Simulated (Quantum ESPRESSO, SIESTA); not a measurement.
# Birch–Murnaghan line for wurtzite ZnO, QE, PBEsol

Calculated with Quantum ESPRESSO 7.5: PBEsol; plane waves, GBRV 1.5 ultrasoft, 50/300 Ry; k-mesh 8×8×4. The volume is changed in steps from typed lattice constants. V0 = 11.782 Å³ an atom is where a Birch–Murnaghan fit to this level's pressures, the withheld one apart, crosses zero; rows within 2.5 % of V0 are left out, since F is ill-conditioned there. Shape and atoms were relaxed at QE, PBEsol at each point.

```
volume (Å³/atom)  pressure (GPa)
          11.357           5.974
          12.098          -3.716
          12.345               ?
          12.592          -8.478
          12.839          -10.41
          13.086          -12.32
          13.333          -13.88
```

**Question.** Fit the third-order Birch–Murnaghan equation to the rows given and interpolate to the withheld row.

**Working.**

Take the Eulerian strain f = ½[(V0/V)^(2/3) − 1] and the normalised pressure F = P / [3f(1 + 2f)^(5/2)]. The third-order Birch–Murnaghan equation is then the line F = B0 + (3/2)B0(B′ − 4) f, so u = f and v = F.

```
      u = f  v = F (GPa)
  0.0123974      151.085
-0.00874502      148.030
 -0.0216789      145.633
 -0.0278334      143.863
 -0.0337938      144.755
 -0.0395695      143.689
```

With n = 6: mean u = -0.0198705, mean v = 146.176, Σ(u − ū)² = 0.0018136, Σ(u − ū)(v − v̄) = 0.26721. Slope b = 0.26721 / 0.0018136 = 147.34; intercept a = v̄ − b ū = 149.10.

So B0 = 149.1 GPa and B′ = 4 + 2b/(3a) = 4.66. At the withheld volume f = -0.01532, F = 146.8 GPa, and P = 3f(1 + 2f)^(5/2) F.

Prediction at 12.345: -6.244 GPa. The run gave -6.202 GPa, so the fit is low by 0.042 GPa (0.67 % of the value).

A fit to this level's energies over the whole scan gives V0 = 11.839 Å³, B0 = 145.1 GPa and B′ = 4.56. Among the rows given, the largest miss of the fit is at 12.839, by 0.082 GPa (0.42 % of the range of the table).

Limits: The nuclei are static. The DFT runs use Fermi–Dirac occupations of width 0.01 eV, and energies are free energies.

[Logs are printed without paths, hosts, clocks, repeated set-up lines and the standing remarks that a program may print on its own settings, such as how far it seeks lower states.]

[Hosts, paths, dates, database ids (printed as entryN), source tags and the programs' standing remarks are cut or masked in the printed files.]
